Around a Cd atom in corundum-type In2O3, the asymmetry of the field gradient at the In nuclei follows the pattern of shared oxygen atoms more closely than the distance from Cd. Among the In sites it is largest at the fourth-nearest set, In14, and has almost vanished at In2. In14 stands out because it lies between two Cd atoms, the defect and its periodic image, whose effects add.

Ansatz 0.2.0 calculation (PBE, plane-wave PAW, scalar-relativistic, spin-polarised) for a neutral 40-atom In2O3 supercell with one In replaced by Cd, ions relaxed in a fixed cell. The cutoff is 420 eV, the k mesh 3×3×3 and the Fermi–Dirac smearing 0.01 eV. Vzz is the principal field gradient largest in magnitude, and the asymmetry is (Vxx − Vyy)/Vzz.

```
atom  like atoms  distance from the defect (Å)  site moment (muB)  Vzz (1e21 V/m^2)  asymmetry
 Cd1           1                          0.04               0.09              3.77       0.00
 O29           3                          2.19               0.11             -4.74       0.50
 O19           3                          2.30               0.11             -3.90       0.55
 In5           1                          3.09               0.00              4.32       0.00
In10           3                          3.24               0.00              4.37       0.24
 In6           3                          3.61               0.00              4.88       0.27
 O32           3                          3.66               0.02             -4.13       0.61
 O17           3                          3.81               0.00             -4.35       0.55
In14           3                          3.98               0.00              5.06       0.46
 In9           1                          4.13               0.00              4.50       0.00
 O20           3                          4.17               0.01             -4.32       0.55
 O30           3                          4.42               0.04             -4.70       0.40
 O31           3                          5.08               0.00             -4.32       0.60
 O18           3                          5.12               0.01             -4.33       0.58
 In2           3                          5.48               0.00              4.84       0.03
In13           1                          6.78               0.00              4.79       0.00
```

Vzz is the largest principal component of the field gradient, and the asymmetry is the difference of the other two, Vxx − Vyy, divided by Vzz. The cell and the distances fit the corundum form of In2O3, in which every In atom of the undoped crystal sits on a threefold axis. Such an axis makes Vxx and Vyy equal, so the asymmetry would be zero. Multiplying the asymmetry by Vzz therefore gives a splitting that measures how strongly the disturbance by Cd breaks this symmetry. The ions were relaxed in the fixed cell, so this disturbance contains both shifted atoms and rearranged electrons.

Cd and In bind oxygen differently. An oxygen atom shared by both therefore forms a slightly altered bond to In, and this bond stretches or squeezes the charge around In along its own direction. Seen along the threefold axis, turning the bond by half a turn gives the same distortion, and turning it by a quarter turn reverses it. The contributions of several bonds therefore add like arrows drawn at twice the bond angle.

A round elastic hoop behaves in the same way. Two fingers pressing from opposite sides make it more oval, two pressing at right angles cancel each other's oval, and three spaced evenly leave none. The hoop explains how directions combine, but it says nothing about the strength of one push or about the gradient along the threefold axis.

The corundum structure supplies the directions. In5 shares three oxygen atoms with Cd, evenly spaced around the axis, and its asymmetry is zero. In10 shares two, roughly 60° apart; at twice the angle their arrows stand 120° apart and add up to the length of a single arrow. In6 shares one oxygen and should be split about as much as In10. In2 shares none.

In14 is the irregular row that this picture explains best. Its distance of 3.98 Å is half the cell edge, which places it midway between Cd and the next image of Cd. It shares one oxygen with each, and the two lie on nearly opposite sides, so their arrows point the same way and the splitting should double. Around a single isolated Cd atom, the same rule would give this shell only about the splitting of In6.

The doubling can be estimated without using In14. The splitting is 0.24 × 4.37 ≈ 1.05 at In10 and 0.27 × 4.88 ≈ 1.32 at In6, in units of 10²¹ V/m². Their mean is about 1.18, and twice that is about 2.4. The table gives 0.46 × 5.06 ≈ 2.3 for In14.

The output below the text fits one common strength per arrow to the four In sets off the threefold axes, In14 included. Its typical miss is 0.12, about a tenth of the splitting at In6. A point-charge model, also with one fitted strength, misses by 0.69, because it makes In10 the most strongly split site and gives In14 little more than half its value. Four rows cannot prove a mechanism, but they favour shared bonds over the field of simple point charges.

Vzz itself is less orderly. Contributions along the axis need not cancel where those in the plane do, as at In5. The high value at In14 has a plausible origin in the same doubling. An altered bond slanting away from the axis also tilts the principal direction, and the tilt raises the largest component by roughly the square of the disturbance. Doubling the disturbance thus makes the rise four times as large, and a perturbation estimate gives a few tenths of a unit. In14 in fact lies 0.27 above In13, the site farthest from any Cd atom, which serves as the reference because no undoped cell was run.

This tilt does not explain the low values near Cd. In5 and In10 lie between 0.4 and 0.5 below In13, and changed bond lengths after relaxation may be the reason, though this is a guess. In9 is also lowered, by 0.29, although it shares no oxygen with Cd. Its zero asymmetry only reflects its place on the threefold axis and does not mark an undisturbed site.

The oxygen rows add a second influence, the hole. Cd brings one valence electron fewer than In, and in this neutral cell the lack appears as a spin moment of 1 μB, mostly on oxygen. The six oxygen atoms next to Cd, O29 and O19, carry about 0.65 μB of it. Their site moments are equal within rounding, yet compared with the oxygen sets that carry little spin, Vzz is stronger at O29 and weaker at O19.

The moment counts how much spin sits on an atom, whereas the gradient depends on where all its electrons are. A hole in a 2p orbital along the main axis makes the negative Vzz of oxygen weaker, and a hole across that axis makes it stronger. Taken alone, a hole as large as the moment of O29 would change the gradient by roughly 4 units along its lobe, but the observed offset is only about a tenth of that. Much of the effect must therefore cancel. The hole may be shared among 2p orbitals of different direction, or oxygen may give less charge to Cd than to In and so keep fuller 2p orbitals. O29 and O19 also differ in their distance from Cd, and the run does not separate these influences.

O30 breaks the order in distance. At 4.42 Å it carries 0.04 μB, more than any other oxygen outside the first shell, and its Vzz is nearly as strong as that of O29. A hole spreads along paths of good orbital overlap, which need not lead to the next-nearest atoms. The moment marks O30 as a site that the hole reaches, and the hole is a likely cause of the shift in its gradient.

How widely the hole spreads is partly set by the calculation. PBE favours spread-out holes, and the threefold symmetry kept in the run prevents the hole from settling on one oxygen atom. The small supercell also lets far sites feel the periodic images of Cd, so the moment at O30 need not show how far the hole of a single Cd atom reaches. The cell has also become metallic, so the gradients may still shift with a denser k mesh. The fixed cell is also under large pressure, which can change the size of all the gradients. For In2O3 as a transparent contact or transistor channel, these results suggest which atoms feel a Cd acceptor in the corundum form, but not whether its hole can carry current.

Printed output of the fit:

```
Half a cell edge, to compare with the distance of In14 (angstrom): 3.986
In-plane splitting Vxx - Vyy at In10, In6, In14, In2 (1e21 V/m^2): In10 1.049, In6 1.318, In14 2.328, In2 0.1452
Shared-oxygen model, same four sites (1e21 V/m^2): In10 1.17, In6 1.17, In14 2.341, In2 0
Rms miss of the shared-oxygen model (1e21 V/m^2): 0.1201
In14 predicted from In10 and In6 alone (1e21 V/m^2): 2.366
Point-charge model, same four sites (1e21 V/m^2): In10 1.805, In6 1.051, In14 1.291, In2 0.581
Rms miss of the point-charge model (1e21 V/m^2): 0.6906
Bare gradient of one elementary charge at the distance of In5 (1e21 V/m^2): 0.09761
Vzz less that of In13, for In5, In10, In6, In14, In9, In2, In13 (1e21 V/m^2): In5 -0.47, In10 -0.42, In6 0.09, In14 0.27, In9 -0.29, In2 0.05, In13 0
Order of magnitude of the rise of Vzz by axis tilt at In10, In6, In14, In2 (1e21 V/m^2): In10 0.1024, In6 0.09168, In14 0.3537, In2 0
Mean Vzz of the five oxygen sets with little spin (1e21 V/m^2): -4.29
Vzz of O29, O19, O30 less that mean (1e21 V/m^2): O29 -0.45, O19 0.39, O30 -0.41
Spin on the six oxygens next to Cd (muB): 0.6465
Spin on the three O30 atoms (muB): 0.1143
Rough gradient of a bare 2p hole as large as the O29 moment, along its lobe (1e21 V/m^2): 4.194
```
